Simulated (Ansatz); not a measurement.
# In (bcc type): the cost of one run

Method: DFT, PBE, PAW with Ansatz's default frozen-core files, scalar-relativistic, in Ansatz 0.2.0.

### 1 The system as given

Symmetry: Im-3m, No. 229, cubic system. Conventional cell: a = 3.804 Å, b = 3.804 Å, c = 3.804 Å, α = 90.00°, β = 90.00°, γ = 90.00°. In (site symmetry m-3m) is surrounded by 8 In at 3.29 Å.

As a file:

```
In
1.0
    -1.90182    1.90182    1.90182
     1.90182   -1.90182    1.90182
     1.90182    1.90182   -1.90182
In
1
Direct
  0.00000 0.00000 0.00000
```

### 2 Cell relaxed at zero pressure, PAW

input.yaml

```yaml
crystal:
  lattice:
    - [-1.9018218905, 1.9018218905, 1.9018218905]
    - [1.9018218905, -1.9018218905, 1.9018218905]
    - [1.9018218905, 1.9018218905, -1.9018218905]
  atoms:
    - { symbol: In, position: [0.0, 0.0, 0.0] }
kpoints:
  mp_grid: { grid: [17, 17, 17] }
scf:
  occupations: { method: fermi_dirac, width: 0.05 }
hamiltonian:
  xc: pbe
  pseudopotentials: { kind: paw }
output:
  forces: true
  stress: true
relax:
  f_tol: 0.005
  max_steps: 40
  cell: {}
```

The run is started by

```console
$ ansatz run input.yaml --threads 1 --pin off --max-ram 3584MiB --backend cpu --events-out ev --progress --plain --runs-dir out
```

Q: Estimate wall time and peak memory on 1 thread of Arm Neoverse V1, shared host.

About 11 s, with a peak of 0.34 GiB.
